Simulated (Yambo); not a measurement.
# AlN in Yambo: convergence with exchange cutoff

AlN:

```
Al N
1.0
     3.11300    0.00000    0.00000
    -1.55650    2.69594    0.00000
     0.00000    0.00000    4.98100
Al N
2 2
Direct
  0.66667 0.33333 0.50000
  0.33333 0.66667 0.00000
  0.66667 0.33333 0.88000
  0.33333 0.66667 0.38000
```

```yaml
Program: Yambo 5.3.0
Task: G0W0 quasiparticle levels
Functional: PBE
Potentials_or_basis: PseudoDojo 0.5 SR PBE standard
Cutoff: 1143 eV
Density_cutoff: 4572 eV
k_mesh: 4 × 4 × 3
Occupations: fixed
Spin: no spin polarisation
Random_integration_of_the_Coulomb_term: yes
Direction_of_the_field_or_of_q_to_0: x + y + z
Broadening: 0.1 eV
States_corrected: Γ and the k points of the band edges
Frequency_dependence_of_W: plasmon pole
Terminator_of_the_band_sum_in_the_self-energy: Bruneval-Gonze
Quasiparticle_equation: linearised (Newton)
Imaginary_frequency_of_the_plasmon-pole_fit: 27.2114 eV
Bands_in_the_response: 208
Bands_in_the_self-energy: 208
Cutoff_of_the_response_matrix: 6 Ry
Cutoff_of_exchange_and_Vxc: 14 Ry
Bands_corrected_first_last: "[8, 9]"
```

These are the settings of the first run; the series varies exchange cutoff, with any setting tied to it.

Hardware: Arm Neoverse V1, on a shared host.

**Question.** The values tried are 14 Ry, 21 Ry, 28 Ry, 42 Ry, 63 Ry, 84 Ry, 168 Ry, loosest first. From which on does the quasiparticle gap at the points computed stay within 0.05 eV of the tightest run that finished?

**Answer.** From 28 Ry on.

| exchange cutoff | quasiparticle gap at the points computed (eV) |
| --- | --- |
| 14 Ry | 5.222 |
| 21 Ry | 5.335 |
| 28 Ry | 5.380 |
| 42 Ry | 5.407 |
| 63 Ry | 5.411 |
| 84 Ry | 5.405 |
| 168 Ry | 5.413 |

The tightest run that finished is the yardstick and may itself not be fully converged.

Caveat, for the tightest run too: the k mesh is coarse (spacing up to 0.58 Å⁻¹), so the values aren't converged; mesh, valence shells or block size may be too small for converged GW; the basis isn't converged for GW; a mesh with odd counts misses the zone's faces, so its gaps can be larger than the crystal's; this version prints the column dSc/dw multiplied by 27.2; the terminator is approximate in this version, by hundredths of an eV; an odd mesh through Γ misses points on the zone boundary, where band edges often lie.
